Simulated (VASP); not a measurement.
Input of a VASP 6.6.1 run:

Contents of INCAR:

```
ALGO = Normal
EDIFF = 1E-6
ENCUT = 520
GGA = PE
ISIF = 2
ISMEAR = 0
IVDW = 12
LASPH = True
LCHARG = False
LREAL = False
LWAVE = False
NBANDS = 10
NELM = 60
PREC = Accurate
SIGMA = 0.1
```

Contents of KPOINTS:

```
k-points
0
Gamma
  6 6 6
```

Contents of POSCAR:

```
K
1.0
    0.0000000000      3.3918728180      3.3918728180
    3.3918728180      0.0000000000      3.3918728180
    3.3918728180      3.3918728180      0.0000000000
K
1
Direct
    0.0000000000      0.0000000000      0.0000000000
```

Potentials or basis: VASP PAW PBE potentials, release 64 (K_sv).

The run is started by

```bash
$ cat potpaw_PBE.64/K_sv/POTCAR > POTCAR
$ mpirun -np 1 vasp_std > vasp.out
```

Q: Estimate the pressure.

A: -0.4 GPa.

Q: What does it give for the band gap on the k mesh?

A: None (metal or under the smearing width).

Caveat: pairwise dispersion overbinds metals, which lowers pressure and volume.
